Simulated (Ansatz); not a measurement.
AgCl in the h-MgO structure, relaxed with r2SCAN in the plane-wave code Ansatz. The symmetry is P6_3/mmc (No. 194, hexagonal); a = 4.518 Å, c = 5.723 Å in the conventional setting, 25.30 Å³ an atom. Ag is surrounded by 5 Cl at 2.61–2.86 Å; Cl is surrounded by 5 Ag at 2.61–2.86 Å.

The axes x, y and z are those of this cell:
```xyz
4
Lattice="4.5184 0.0000 0.0000 -2.2592 3.9130 0.0000 0.0000 0.0000 5.7230" Properties=species:S:1:pos:R:3 pbc="T T T"
Ag    0.0000    2.6087    1.4308
Ag    2.2592    1.3043    4.2923
Cl    2.2592    1.3043    1.4308
Cl    0.0000    2.6087    4.2923
```

Unstrained: PBE gives an indirect gap of 1.365 eV, from H to Γ; the least direct gap is 1.390 eV at Γ. r2SCAN gives an indirect gap of 1.816 eV, from H to Γ; the least direct gap is 1.828 eV at Γ. Least and direct gap differ so little that the kind isn't settled. The HSE06 gap is indirect, 2.851 eV (H to Γ), below the direct gap of 2.870 eV at Γ. Least and direct gap differ so little that the kind isn't settled. Meshes: PBE 6×6×4, r2SCAN 6×6×4, HSE06 6×6×4. Strains are changes of length per length. After each strain the atoms were relaxed again with r2SCAN within the symmetry that the strain leaves, so tilts or polar shifts that break it weren't tested; points keep the names that they have in the unstrained zone. No spin polarisation and no zero-point or thermal motion; the cell was built from a prototype and may be hypothetical.

Question: Apply epitaxial +2.54 % in the xy plane, free normal strain -3.06 %. How far does the gap move, against the unstrained cell?

Answer: PBE: the gap goes from 1.365 to 1.214 eV (-0.151 eV). r2SCAN: the gap goes from 1.816 to 1.665 eV (-0.151 eV). The r2SCAN energy rises by 4.0 meV an atom.

The runs are scalar-relativistic, without spin-orbit coupling.

The meshes of the hybrids are coarse, so their gaps aren't converged to the digits shown.
